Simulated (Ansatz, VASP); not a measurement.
**Ca in VASP and in Ansatz**

The input INCAR:

```
SYSTEM = Ca
PREC = Accurate ; ENCUT = 520
EDIFF = 1E-7 ; ISMEAR = -1
SIGMA = 0.05 ; LREAL = .False.
LASPH = .True. ; NELM = 100
ALGO = Normal ; ISIF = 2
LWAVE = .False. ; LCHARG = .False.
GGA = PE ; NBANDS = 17
```

Contents of KPOINTS:

```
Automatic mesh
0
Gamma
  8 8 4
  0 0 0
```

File POSCAR:

```
Ca
1.0
    1.9843311834     -3.4179775253      0.0000000000
    1.9843311834      3.4179775253      0.0000000000
    0.0000000000      0.0000000000      6.5522196965
Ca
2
Direct
    0.1644134000      0.8355866000      0.7500000000
    0.8355866000      0.1644134000      0.2500000000
```

The input input.yaml:

```yaml
crystal:
  lattice:
    - [1.9843311834, -3.4179775253, 0.0]
    - [1.9843311834, 3.4179775253, 0.0]
    - [0.0, 0.0, 6.5522196965]
  atoms:
    - { symbol: Ca, position: [0.1644134, 0.8355866, 0.75] }
    - { symbol: Ca, position: [0.8355866, 0.1644134, 0.25] }
hamiltonian:
  xc: pbe
  pseudopotentials: { kind: paw }
kpoints:
  mp_grid: { grid: [8, 8, 4] }
scf:
  occupations: { method: fermi_dirac, width: 0.05 }
output:
  forces: true
  stress: true
  eigenvalues: true
```

Change from the starting cell: volume scaled by 1.02.

Alike in both runs: task single point; functional PBE; k mesh 8 × 8 × 4; occupations fermi-dirac, width 0.05 eV; no spin polarisation.

```csv
,VASP,Ansatz
version,VASP 6.6.1,Ansatz 0.2.0
potentials or method,"VASP PAW PBE potentials, release 64 (Ca_sv)",Ansatz PAW
plane-wave cutoff (eV),520,420
valence electrons in the cell,20,20
```

|  | VASP | Ansatz | Ansatz less VASP |
| --- | --- | --- | --- |
| gap on the k mesh at the Fermi level (eV) | none | none | - |
| pressure (GPa) | -0.8 | -0.8 | -0.01 |
| largest component of the traceless stress (GPa) | 0.15 | 0.15 | -0.001 |
| rms of the force components (eV/Å) | 0.009 | 0.009 | 0.0000 |

Atom by atom the forces differ by 0.000 eV/Å (rms over components). A gap of «none» marks a metal or a gap that the smearing closes.
